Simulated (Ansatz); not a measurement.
# HfO2 (P2_1/c): a vacancy on Hf

An exercise on one series of results from a longer session: the logs are not shown, and one member is left open.

Program: Ansatz 0.2.0. Level of theory: DFT PBE, scalar-relativistic, plane waves, PAW. These are calculated values, not measurements.

5 further runs of the same task are left out: 5 set aside as unsound or not needed.

### Starting point

The cell holds 23 atoms (Hf7O16): a = 6.783 Å, b = 7.335 Å, c = 7.335 Å, α = 90.57°, β = 116.24°, γ = 116.24°.

Coordinates:

```xyz
23
Lattice="4.2678 0.0000 5.2716 -5.1609 5.2121 0.0053 -5.1609 -5.2121 0.0053" Properties=species:S:1:pos:R:3 pbc="T T T"
Hf   -4.3705   -2.8298    3.7419
Hf    3.0309   -0.2238    4.1735
Hf   -2.1300   -0.2238    4.1788
Hf   -1.6835    2.8298    1.5404
Hf   -1.6835   -2.3823    1.5404
Hf   -3.9240    0.2238    1.1034
Hf   -9.0849    0.2238    1.1088
O     1.4027   -1.3727    5.1788
O    -3.7150   -1.3406    5.1566
O    -2.7705    1.3042    2.7859
O    -2.7856   -3.9467    2.7641
O    -2.3391    1.3406    0.1256
O    -7.5129    1.2563    0.0846
O    -3.2321    4.0120    2.4890
O    -3.2684   -1.2654    2.5182
O    -5.0963    1.7644    1.8579
O    -5.1257   -3.4992    1.8435
O    -5.6427   -0.8931    0.8056
O    -0.4818   -0.8931    0.8002
O    -0.9283    3.4992    3.4387
O    -0.8347   -1.6979    3.4318
O    -5.5214    0.8797    4.4608
O    -0.4113    0.8931    4.4767
```

The host was relaxed before at PBE: a = 5.161 Å, b = 5.212 Å, c = 5.352 Å, α = 90.00°, β = 99.67°, γ = 90.00° (conventional cell), 11.827 Å³/atom.

Places, in fractions of the supercell: a vacancy on Hf at (0.708, 0.945, 0.488). Its neighbours start displaced at random by about 0.03 Å.

Set-up of the first run:

File input.yaml:

```yaml
crystal:
  lattice:
    - [5.1609167955, 0.0, -0.0053389046]
    - [0.0, 5.2121152647, 0.0]
    - [-0.893100245, 0.0, 5.2769007573]
  atoms:
    - { symbol: Hf, position: [0.2757342939, 0.4570632233, 0.7083729902] }
    - { symbol: Hf, position: [0.7242657061, 0.9570632233, 0.7916270098] }
    - { symbol: Hf, position: [0.7242657061, 0.5429367767, 0.2916270098] }
    - { symbol: Hf, position: [0.2757342939, 0.0429367767, 0.2083729902] }
    - { symbol: O, position: [0.4491832226, 0.742786629, 0.9766468631] }
    - { symbol: O, position: [0.5508167774, 0.242786629, 0.5233531369] }
    - { symbol: O, position: [0.5508167774, 0.257213371, 0.0233531369] }
    - { symbol: O, position: [0.4491832226, 0.757213371, 0.4766468631] }
    - { symbol: O, position: [0.0671205964, 0.3286479023, 0.3484179355] }
    - { symbol: O, position: [0.9328794036, 0.8286479023, 0.1515820645] }
    - { symbol: O, position: [0.9328794036, 0.6713520977, 0.6515820645] }
    - { symbol: O, position: [0.0671205964, 0.1713520977, 0.8484179355] }
basis:
  ecutwfc: 420
  xc_grid: 2
kpoints:
  mp_grid: { grid: [4, 4, 4] }
  band_path: { path: [VBM, CBM], npoints: 2 }
hamiltonian:
  xc: pbe
scf:
  occupations: { method: gaussian, width: 0.02 }
output:
  forces: true
  stress: true
  eigenvalues: true
```

Command:

```sh
ansatz run input.yaml --threads 8 --pin off --max-ram 16384MiB --backend cpu --events-out ev --progress --plain --runs-dir out
```

Among the steps run: Band edges of the host over the zone; Dielectric tensors of the host, without U; The perfect crystal in the supercell of 24 atoms; Charge 0, atoms relaxed; More of the same log: V_Hf, charge +0, atoms relaxed at the host's cell; Charge -1, atoms relaxed; Charge -4, atoms relaxed; More of the same log: V_Hf, charge -4, atoms relaxed at the host's cell.

One of the session's tables, all rows but one given; the rest of the session is left out.

| state | cell moment (μB) |
| --- | --- |
| ideal sites | 0.00 |
| charge 0 | ? |
| charge -1 | 3.00 |
| charge -4 | 0.00 |

**Question.** Estimate the row for charge 0.

**Answer.** cell moment (μB): 4.00. In the column «cell moment (μB)» it is the highest.

Caveats from the session: The program doubts the potential alignment. Spin–orbit coupling is left out. Warnings in the runs' records: seeded moment not kept.
